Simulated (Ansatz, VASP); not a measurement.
## Te: VASP beside Ansatz

File INCAR:

```
SYSTEM = Te
  PREC = Accurate
  ENCUT = 600
  EDIFF = 1E-6
  ISMEAR = -1
  SIGMA = 0.1
  LREAL = .FALSE.
  LASPH = .TRUE.
  NELM = 100
  ALGO = Fast
  ISIF = 3
  LWAVE = .FALSE.
  LCHARG = .FALSE.
  GGA = RP
  IBRION = 2
  NSW = 80
  EDIFFG = -0.01
```

The input KPOINTS:

```
Automatic mesh
0
G
  10 10 10
  0 0 0
```

The input POSCAR:

```
Te
1.0
    3.1462212359      0.0000000000      0.0000000000
    0.0000000000      3.1462212359      0.0000000000
    0.0000000000      0.0000000000      3.1462212359
Te
1
Direct
    0.0000000000      0.0000000000      0.0000000000
```

Input for Ansatz:

```yaml
crystal:
  lattice:
    - [3.1462212359, 0.0, 0.0]
    - [0.0, 3.1462212359, 0.0]
    - [0.0, 0.0, 3.1462212359]
  atoms:
    - { symbol: Te, position: [0.0, 0.0, 0.0] }
hamiltonian:
  xc: rpbe
  pseudopotentials:
    kind: paw
    azcp:
      Te: "pseudopotentials/Te.paw.azcp"
basis:
  ecutwfc: 420
  fft_grid_basis: typed
kpoints:
  mp_grid: { grid: [10, 10, 10], shift: [0, 0, 0] }
magnetization:
  spin_polarized: false
scf:
  occupations: { method: fermi_dirac, width: 0.1 }
relax:
  max_steps: 60
  f_tol: 0.01
  cell: {}
```

The cell was built by a generator and needn't be a form met in nature.

Alike in both runs: task relaxation of cell and atoms; functional RPBE; k mesh 10 × 10 × 10; occupations fermi-dirac, width 0.1 eV; no spin polarisation.

```csv
,VASP,Ansatz
version,VASP 6.6.1,Ansatz 0.2.0
potentials or method,"VASP PAW PBE potentials, release 64 (Te)","plane waves (420 eV) with PAW, scalar-relativistic"
plane-wave cutoff (eV),600,420
valence electrons in the cell,6,16
```

VASP gave:

| Property | Result |
| --- | --- |
| relaxed volume (Å³/atom) | 33.65 |
| relaxed cell length with the largest relative difference (Å) | 3.229 |
| energy change over the relaxation (meV/atom) | -31 |

Question: Which values does Ansatz return?

Answer: Relaxed volume (Å³/atom): 33.71; relaxed cell length with the largest relative difference (Å): 3.230; energy change over the relaxation (meV/atom): -32.

The two sets of potentials don't hold the same shells in valence.

Caveats: the PAW data sets were made with another functional, which shifts forces and pressure a little (VASP). The runs have no spin-orbit coupling, so splittings on Te are missing.
